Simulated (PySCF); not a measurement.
# Ge (P6_3mc) in PySCF: density of states with PBEsol

Aim: the density of states of Ge with PBEsol.

All numbers are computed with PySCF 2.14.0; they aren't measurements. Logs are shortened: lines on timing, memory, paths and dates and some standing lists are left out, and cuts for length are marked.

### Step 1. The structure

It takes space group P6_3mc (No. 186, hexagonal). The conventional cell has a = 4.050 Å, b = 4.050 Å, c = 10.993 Å, α = 90.00°, β = 90.00°, γ = 120.00°. Around Ge (site symmetry 3m) lie 3 Ge at 2.44 Å. Around Ge (site symmetry 3m) lie 3 Ge at 2.44 Å.

This isn't the form of Ge at room conditions, which is diamond.

### Step 2. Density of states, PBEsol

run.py reads:

```python
import json
import numpy as np
from pyscf.pbc import gto, scf, dft, df

cell = gto.Cell()
cell.a = '''
  4.0504045371    0.0000000000    0.0000000000
 -2.0252022685    3.5077532247    0.0000000000
  0.0000000000    0.0000000000   10.9933590000'''
cell.atom = '''
Ge   2.0252022688    1.1692510748    4.5605729944
Ge  -0.0000000002    2.3385021499   10.0572524944
Ge   0.0000000000    0.0000000000    5.2488012413
Ge   0.0000000000    0.0000000000   10.7454807413'''
cell.unit = 'A'
cell.basis = 'DZVP-MOLOPT-SR-GTH-q4'
cell.pseudo = 'GTH-PBE-q4'
cell.ke_cutoff = 112  # hartree
cell.exp_to_discard = 0.02
cell.precision = 1e-08
cell.space_group_symmetry = True
cell.symmorphic = False
cell.max_memory = 5880  # MB
cell.verbose = 4
cell.build()

res = {}
kpts = cell.make_kpts([8, 8, 3], space_group_symmetry=True, time_reversal_symmetry=True)
cell.space_group_symmetry = False  # the mesh holds the operations; no search on the supercells of the integral code
mf = dft.KRKS(cell, kpts, xc='pbesol')
mf = mf.multigrid_numint()
mf = mf.smearing(sigma=0.00183747, method='fermi')  # hartree
mf.conv_tol = 1e-07
mf.max_cycle = 60

mf.kernel()
res.update(converged=bool(mf.converged), e_tot=mf.e_tot, nelec=cell.nelectron, nao=cell.nao, mesh=list(map(int, cell.mesh)), a=cell.lattice_vectors().tolist(), coords=cell.atom_coords().tolist(),
           mo_energy=[np.real(x).tolist() for x in mf.mo_energy], mo_occ=[np.real(x).tolist() for x in mf.mo_occ])
res.update(e_free=mf.e_free, e_zero=mf.e_zero)
res.update(kpts=kpts.kpts_scaled_ibz.tolist(), weights=kpts.weights_ibz.tolist())
res['parts'] = {k: float(np.real(v)) for k, v in mf.scf_summary.items() if np.isscalar(v)}
json.dump(res, open('results.json', 'w'))
if not mf.converged:
    raise SystemExit('SCF not converged')

print('levels (eV)')
for i, kp in enumerate(res['kpts'][:40]):
    print('k %7.4f %7.4f %7.4f  ' % tuple(kp), ' '.join('%.3f' % (x * 27.211386) for x in res['mo_energy'][i][:13]))

mf = mf.to_khf()  # unfold to the whole mesh
kpts = mf.kpts
# Mulliken populations
dm, s = np.asarray(mf.make_rdm1()), np.asarray(mf.get_ovlp())
sites = cell.aoslice_by_atom()[:, 2:]
tot = np.einsum('kij,kji->i', dm, s).real / len(kpts)
res['mulliken'] = [cell.atom_charge(i) - tot[a0:a1].sum() for i, (a0, a1) in enumerate(sites)]
print('Mulliken charges', np.round(res['mulliken'], 5))

# density of states, Gaussians of 0.15 eV
e = np.asarray(mf.mo_energy).real.reshape(1, -1) * 27.211386
ef = mf.get_fermi()
ef = np.max(ef) * 27.211386
x = np.arange(-15, 10.01, 0.1) + round(ef, 1)
dos = np.exp(-((x[:, None, None] - e) / 0.15) ** 2 / 2).sum(-1).T / (0.15 * np.sqrt(2 * np.pi) * len(kpts)) * 2
res.update(dos_e=x.tolist(), dos=dos.tolist())
for a, b in zip(x[::5], dos.T[::5]):
    print('%8.2f' % a, ' '.join('%9.4f' % y for y in b))

# density on a uniform mesh
grids = dft.gen_grid.UniformGrids(cell)
grids.mesh = [23, 23, 57]
grids.build()
ni = dft.numint.KNumInt()
rho = [ni.get_rho(cell, x, grids, kpts) for x in [dm]]
np.save('rho.npy', np.reshape(rho, (-1, *grids.mesh)))
res['done'] = True
json.dump(res, open('results.json', 'w'))
```

Potentials or basis: DZVP-MOLOPT-SR/GTH-PBE (potentials made for PBE).

Launch:

```console
$ OMP_NUM_THREADS=4 python -u run.py > log
```

The log of the run:

```text
Discarded 0 diffused primitive functions, 0 contracted functions

PySCF version 2.14.0

[INPUT] verbose = 4
[INPUT] num. atoms = 4
[INPUT] num. electrons = 16
[INPUT] charge = 0
[INPUT] spin (= nelec alpha-beta = 2S) = 0
[INPUT] symmetry False subgroup None
[INPUT] Mole.unit = A
[INPUT] Symbol           X                Y                Z      unit          X                Y                Z       unit  Magmom
[INPUT]  1 Ge     2.025202268800   1.169251074800   4.560572994400 AA    3.827077634880   2.209564302225   8.618233930504 Bohr   0.0
[INPUT]  2 Ge    -0.000000000200   2.338502149900  10.057252494400 AA   -0.000000000378   4.419128605018  19.005452780015 Bohr   0.0
[INPUT]  3 Ge     0.000000000000   0.000000000000   5.248801241300 AA    0.000000000000   0.000000000000   9.918796828334 Bohr   0.0
[INPUT]  4 Ge     0.000000000000   0.000000000000  10.745480741300 AA    0.000000000000   0.000000000000  20.306015677845 Bohr   0.0

nuclear repulsion = -11.035277694334
number of shells = 12
number of NR pGTOs = 144
number of NR cGTOs = 52
basis = DZVP-MOLOPT-SR-GTH-q4
ecp = {}
lattice vectors  a1 [7.654155269, 0.000000000, 0.000000000]
                 a2 [-3.827077634, 6.628692907, 0.000000000]
                 a3 [0.000000000, 0.000000000, 20.774437699]
dimension = 3
low_dim_ft_type = None
Cell volume = 1054.03
exp_to_discard = 0.02
rcut = 23.116148211909977 (nimgs = [4 4 2])
precision = 1e-08
pseudo = GTH-PBE-q4
ke_cutoff = 112
    = [ 39  39 102] mesh (155142 PWs)
[Cell] Point group symbol:  6mm
time reversal: True
k-points in IBZ                         weights
  0:  0.000000,  0.000000,  0.000000    1/192
  1:  0.000000,  0.000000,  0.666667    2/192
  2:  0.500000,  0.500000,  0.000000    3/192
  3:  0.500000,  0.500000,  0.666667    6/192
  4:  0.625000,  0.375000,  0.000000    6/192
  5:  0.625000,  0.375000,  0.666667    12/192
[... 12 lines left out ...]
 18:  0.875000,  0.875000,  0.000000    6/192
 19:  0.875000,  0.875000,  0.666667    12/192

******** <class 'pyscf.pbc.scf.smearing.SmearingKsymAdaptedKRKS'> ********
method = SmearingKsymAdaptedKRKS
initial guess = minao
damping factor = 0
level_shift factor = 0
DIIS = <class 'pyscf.scf.diis.CDIIS'>
diis_start_cycle = 1
diis_space = 8
diis_damp = 0
SCF conv_tol = 1e-07
SCF conv_tol_grad = None
SCF max_cycles = 60
direct_scf = True
direct_scf_tol = 1e-13

******** PBC SCF flags ********
N kpts (BZ) = 192
N kpts (IBZ) = 20
Exchange divergence treatment (exxdiv) = ewald
    madelung (= occupied orbital energy shift) = 0.04858831345388537
    Total energy shift due to Ewald probe charge = -1/2 * Nelec*madelung = -0.388706507631
DF object = <pyscf.pbc.df.fft.FFTDF object>
XC functionals = pbesol
small_rho_cutoff = 0
Uniform grid, mesh = [ 39  39 102]
Set gradient conv threshold to 0.000316228
nelec by numeric integration = 15.999999999997643
init E= -14.9367211661213
    sigma = 0.00183747  Optimized mu = 0.0969713732419  entropy = 0.0635043075921
nelec by numeric integration = 15.999999999874518
    Total E(T) = -15.5865635727858  Free energy = -15.5866802600459  E0 = -15.5866219164159
cycle= 1 E= -15.5865635727858  delta_E= -0.65  |g|= 0.529  |ddm|= 14.2
    sigma = 0.00183747  Optimized mu = 0.0445938489299  entropy = 0.00542081543939
nelec by numeric integration = 15.999999999876675
    Total E(T) = -15.5959540885402  Free energy = -15.5959640491259  E0 = -15.5959590688331
cycle= 2 E= -15.5959540885402  delta_E= -0.00939  |g|= 0.212  |ddm|= 2.67
    sigma = 0.00183747  Optimized mu = 0.0531114225377  entropy = 0.00352798936214
nelec by numeric integration = 15.999999999876817
    Total E(T) = -15.5975683758123  Free energy = -15.5975748583869  E0 = -15.5975716170996
cycle= 3 E= -15.5975683758123  delta_E= -0.00161  |g|= 0.0312  |ddm|= 0.71
    sigma = 0.00183747  Optimized mu = 0.0535844172168  entropy = 0.0035656119954
nelec by numeric integration = 15.999999999876415
    Total E(T) = -15.5975744322633  Free energy = -15.5975809839683  E0 = -15.5975777081158
cycle= 4 E= -15.5975744322633  delta_E= -6.06e-06  |g|= 0.0299  |ddm|= 0.163
    sigma = 0.00183747  Optimized mu = 0.0535925963716  entropy = 0.00352986293514
nelec by numeric integration = 15.999999999876408
    Total E(T) = -15.5976005165522  Free energy = -15.5976070025695  E0 = -15.5976037595609
cycle= 5 E= -15.5976005165522  delta_E= -2.61e-05  |g|= 0.000941  |ddm|= 0.0844
    sigma = 0.00183747  Optimized mu = 0.0535854499685  entropy = 0.0035294524052
nelec by numeric integration = 15.999999999876412
    Total E(T) = -15.5976005520472  Free energy = -15.5976070373101  E0 = -15.5976037946786
cycle= 6 E= -15.5976005520472  delta_E= -3.55e-08  |g|= 0.000132  |ddm|= 0.00309
    sigma = 0.00183747  Optimized mu = 0.0535857631937  entropy = 0.00352997486318
nelec by numeric integration = 15.999999999876408
    Total E(T) = -15.5976005511738  Free energy = -15.5976070373967  E0 = -15.5976037942853
Extra cycle  E= -15.5976005511738  delta_E= 8.73e-10  |g|= 0.000125  |ddm|= 0.000836
converged SCF energy = -15.5976005511738
levels (eV)
k  0.0000  0.0000  0.0000   -9.705 -9.674 -2.304 -1.840 0.987 0.987 0.999 0.999 1.874 2.028 3.917 5.254 5.254
k  0.0000  0.0000  0.6667   -9.697 -9.682 -2.198 -1.967 0.990 0.990 0.996 0.996 1.895 1.965 4.296 4.987 5.262
k  0.5000  0.5000  0.0000   -7.706 -7.691 -5.917 -5.903 -0.549 -0.521 0.171 0.359 2.077 2.283 2.966 3.055 8.112
k  0.5000  0.5000  0.6667   -7.702 -7.695 -5.913 -5.907 -0.542 -0.528 0.227 0.323 2.100 2.201 3.000 3.040 8.250
k  0.6250  0.3750  0.0000   -8.294 -8.267 -5.038 -5.018 -0.390 -0.362 -0.354 0.073 2.506 2.628 3.266 3.456 7.997
k  0.6250  0.3750  0.6667   -8.287 -8.274 -5.033 -5.023 -0.383 -0.369 -0.254 -0.040 2.523 2.584 3.332 3.423 8.150
[... 12 lines left out ...]
k  0.8750  0.8750  0.0000   -9.211 -9.180 -3.046 -2.975 -0.903 -0.436 -0.052 -0.039 3.767 4.200 4.233 4.237 5.296
k  0.8750  0.8750  0.6667   -9.203 -9.188 -3.026 -2.991 -0.804 -0.573 -0.049 -0.042 3.911 4.114 4.243 4.253 5.370
Mulliken charges [ 0.00012  0.00012 -0.00012 -0.00012]
  -13.90    0.0000
  -13.40    0.0000
  -12.90    0.0000
  -12.40    0.0000
  -11.90    0.0000
  -11.40    0.0000
[... 43 lines left out ...]
   10.60    0.9970
   11.10    0.8837
```

It took 2 min on 4 threads of Arm Neoverse V2, shared host; peak memory 2 GiB.

What came out:

| Property | Result |
| --- | --- |
| Free energy | -424.4325 eV |
| Band gap on the k mesh | 0.69 eV, direct |

States per cell in windows of 1 eV (zero at the valence-band top; states under -8 eV left out):
| from (eV) | total |
| --- | --- |
| -8.0 | 0.64 |
| -7.0 | 1.39 |
| -6.0 | 0.79 |
| -5.0 | 0.69 |
| -4.0 | 0.99 |
| -3.0 | 1.58 |
| -2.0 | 3.68 |
| -1.0 | 2.13 |
| 0.0 | 0.76 |
| 1.0 | 2.15 |
| 2.0 | 2.55 |
| 3.0 | 1.94 |
| 4.0 | 1.52 |
| 5.0 | 2.78 |
| 6.0 | 2.37 |
| 7.0 | 2.02 |

Caveat: an odd mesh through Γ misses points on the zone boundary, where band edges often lie; the basis of atomic orbitals isn't converged, which shifts pressures, moduli and gaps.
